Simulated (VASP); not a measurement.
Here is a VASP 6.6.1 calculation.

Contents of POSCAR:

```
AlAs                                    
1.0
    0.0000000000      2.8408844733      2.8408844733
    2.8408844733      0.0000000000      2.8408844733
    2.8408844733      2.8408844733      0.0000000000
  Al              As            
     1     1
Direct
     0.0000000000000000    0.0000000000000000    0.0000000000000000
     0.2500000000000000    0.2500000000000000    0.2500000000000000
```

Contents of INCAR.step1:

```
PREC     = Accurate       # precision mode
ENCUT    = 520            # plane-wave cutoff, eV
EDIFF    = 1E-5           # SCF threshold, eV
ISMEAR   = 0              # smearing method
SIGMA    = 0.03           # smearing width, eV
LREAL    = F              # projectors in reciprocal space
LASPH    = T              # aspherical terms in the spheres
NELM     = 80             # most SCF steps
ALGO     = Normal         # electronic algorithm
ISIF     = 2              # what is computed and relaxed
LWAVE    = T              # write WAVECAR
LCHARG   = F              # write CHGCAR
MAGMOM   = 0 0 0 0 0 0    # initial moments
LORBIT   = 11             # projections on sites
LSORBIT  = T              # spin-orbit coupling
GGA_COMPAT= F            
NBANDS   = 20             # bands
KPAR     = 4            
GGA      = PE             # functional
```

File INCAR.step2:

```
PREC     = Accurate       # precision mode
ENCUT    = 520            # plane-wave cutoff, eV
EDIFF    = 1E-6           # SCF threshold, eV
ISMEAR   = 0              # smearing method
SIGMA    = 0.03           # smearing width, eV
LREAL    = F              # projectors in reciprocal space
LASPH    = T              # aspherical terms in the spheres
NELM     = 80             # most SCF steps
ALGO     = Normal         # electronic algorithm
ISIF     = 2              # what is computed and relaxed
LWAVE    = F              # write WAVECAR
LCHARG   = F              # write CHGCAR
MAGMOM   = 0 0 0 0 0 0    # initial moments
LORBIT   = 11             # projections on sites
LSORBIT  = T              # spin-orbit coupling
GGA_COMPAT= F            
GGA      = PE             # functional
LHFCALC  = T              # exact exchange
HFSCREEN = 0.2            # screening, 1/A
PRECFOCK = Fast         
NBANDS   = 20             # bands
KPAR     = 4            
ISTART   = 1
```

KPOINTS

```
regular mesh
0
Gamma
  4 4 4
```

Contents of KPOINTS_OPT:

```
explicit points
6
Reciprocal
 0.0000000000  0.0000000000  0.0000000000 1
 0.3750000000  0.3750000000  0.7500000000 1
 0.5000000000  0.5000000000  0.5000000000 1
 0.6250000000  0.2500000000  0.6250000000 1
 0.5000000000  0.2500000000  0.7500000000 1
 0.5000000000  0.0000000000  0.5000000000 1
```

Potentials or basis: VASP PAW PBE potentials, release 64 (Al, As).

Launch:

```bash
$ cat potpaw_PBE.64/Al/POTCAR potpaw_PBE.64/As/POTCAR > POTCAR
$ cp INCAR.step1 INCAR
$ mpirun -np 4 vasp_ncl > vasp.out
$ cp INCAR.step2 INCAR
$ mpirun -np 4 vasp_ncl > vasp.out
```

Question: Predict the pressure.

Answer: 0.1 GPa.

Caveat: the k mesh is coarse (spacing up to 0.48 Å⁻¹), so the values aren't converged, least of all with exact exchange; the PAW data sets were made with another functional, which shifts forces and pressure a little.
